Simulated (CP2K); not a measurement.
Runs of CP2K 2026.2 on CdSe. It takes space group F-43m (No. 216, cubic). The conventional cell has a = 6.141 Å, b = 6.141 Å, c = 6.141 Å, α = 90.00°, β = 90.00°, γ = 90.00°. Around Cd (site symmetry -43m) lie 4 Se at 2.66 Å. Around Se (site symmetry -43m) lie 4 Cd at 2.66 Å. Measurements of this composition are mostly on another form, of space group No. 186.

```csv
task,level,potentials or basis,cell,k mesh,smearing,k points reduced by the point group,NGRIDS,points a segment of the path (NPOINTS),bands added on the path,CUTOFF of the grids,gap on the mesh (eV),pressure (GPa)
band structure,PBE,"POTENTIAL_UZH Cd GTH-PBE-q12, Se GTH-PBE-q6; TZVP-MOLOPT-PBE-GTH basis",as given,8 × 8 × 8,fermi-dirac 0.01 eV,yes,4,10,6,450 Ry,(a),(b)
atomic charges,vdW-DF2,"POTENTIAL_UZH Cd GTH-PBE-q12, Se GTH-PBE-q6; TZVP-MOLOPT-PBE-GTH basis",as given,8 × 8 × 8,fermi-dirac 0.05 eV,yes,5,-,-,675 Ry,0.52,5.6
atomic charges,optB88-vdW,"POTENTIAL_UZH Cd GTH-PBE-q12, Se GTH-PBE-q6; TZVP-MOLOPT-PBE-GTH basis",as given,8 × 8 × 8,fermi-dirac 0.05 eV,yes,5,-,-,675 Ry,0.47,(c)
band structure,r2SCAN,"POTENTIAL_UZH Cd GTH-SCAN-q12, Se GTH-SCAN-q6; TZVP-MOLOPT-SCAN-GTH basis",as given,8 × 8 × 8,fermi-dirac 0.1 eV,yes,4,10,6,675 Ry,0.93,-0.1
relaxation of cell and atoms,revPBE+D3,"POTENTIAL_UZH Cd GTH-PBE-q12, Se GTH-PBE-q6; DZVP-MOLOPT-PBE-GTH basis",relaxed,6 × 6 × 6,fermi-dirac 0.05 eV,-,4,-,-,450 Ry,0.70,0.0
```

Alike in all rows: no spin polarisation.

Task: Fill in the values left out.

Result: (a) 0.55; (b) 1.8; (c) 1.7.

Caveats: the basis of atomic orbitals isn't converged, which shifts pressures, moduli and gaps; the potentials were made for another functional, which shifts forces and pressure (some runs); the real-space grid breaks the cell's symmetry a little (some runs).

A k mesh can miss the band edges, and the runs leave out spin-orbit coupling on Cd, Se.

Not every run made on this cell is shown here.
